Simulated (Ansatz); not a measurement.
# InAs (CsCl type): the cost of one run

Computed with Ansatz 0.2.0 (DFT PBE, with the methods named in each step, unless a step's input says otherwise).

## (1) Starting point

The structure is cubic, space group Pm-3m (No. 221). Conventional cell: a = 3.578 Å, b = 3.578 Å, c = 3.578 Å, α = 90.00°, β = 90.00°, γ = 90.00°. In (site symmetry m-3m) is surrounded by 8 As at 3.10 Å. Around As (site symmetry m-3m) lie 8 In at 3.10 Å.

As a file:

```cif
data_structure
_symmetry_space_group_name_H-M 'Pm-3m'
_symmetry_Int_Tables_number 221
_cell_length_a 3.5780
_cell_length_b 3.5780
_cell_length_c 3.5780
_cell_angle_alpha 90.000
_cell_angle_beta 90.000
_cell_angle_gamma 90.000
_cell_volume 45.81
loop_
_atom_site_label
_atom_site_type_symbol
_atom_site_symmetry_multiplicity
_atom_site_Wyckoff_symbol
_atom_site_fract_x
_atom_site_fract_y
_atom_site_fract_z
_atom_site_occupancy
In1 In 1 a 0.00000 0.00000 0.00000 1
As1 As 1 b 0.50000 0.50000 0.50000 1
```

The file gives the conventional cell by its symmetry; the runs use the cell typed in the input.

Whether this phase is the stable one at these pressures isn't tested.

Atoms are numbered in the order of the input: In1, As2.

## (2) The reference volume, LAPW

Input file input.yaml:

```yaml
crystal:
  lattice:
    - [3.5780175664, 0.0, 0.0]
    - [0.0, 3.5780175664, 0.0]
    - [0.0, 0.0, 3.5780175664]
  atoms:
    - { symbol: In, position: [0.0, 0.0, 0.0] }
    - { symbol: As, position: [0.5, 0.5, 0.5] }
kpoints:
  mp_grid: { grid: [12, 12, 12] }
  band_path:
    path:
      - [0.0, 0.0, 0.0]
      - [0.0, 0.5, 0.0]
      - [0.5, 0.5, 0.0]
      - [0.0, 0.0, 0.0]
      - [0.5, 0.5, 0.5]
      - [0.0, 0.5, 0.0]
      - [0.5, 0.5, 0.5]
      - [0.5, 0.5, 0.0]
    npoints: 14
scf:
  occupations: { method: fermi_dirac, width: 0.05 }
hamiltonian:
  xc: pbe
  pseudopotentials: { kind: all_electron, lapw: { basis_error: 0.001 } }
output:
  forces: true
  stress: true
  eigenvalues: true
  populations: true
  dos: { projected: true, de: 0.2, e_range: [-14, 8] }
```

The run is started by

```sh
$ ansatz run input.yaml --threads 1 --pin off --max-ram 2048MiB --backend cpu --events-out ev --progress --plain --runs-dir out
```

Q: Estimate wall time and peak memory on 1 thread of Arm Neoverse V1, shared host.

About 27 s, with a peak of 0.38 GiB.
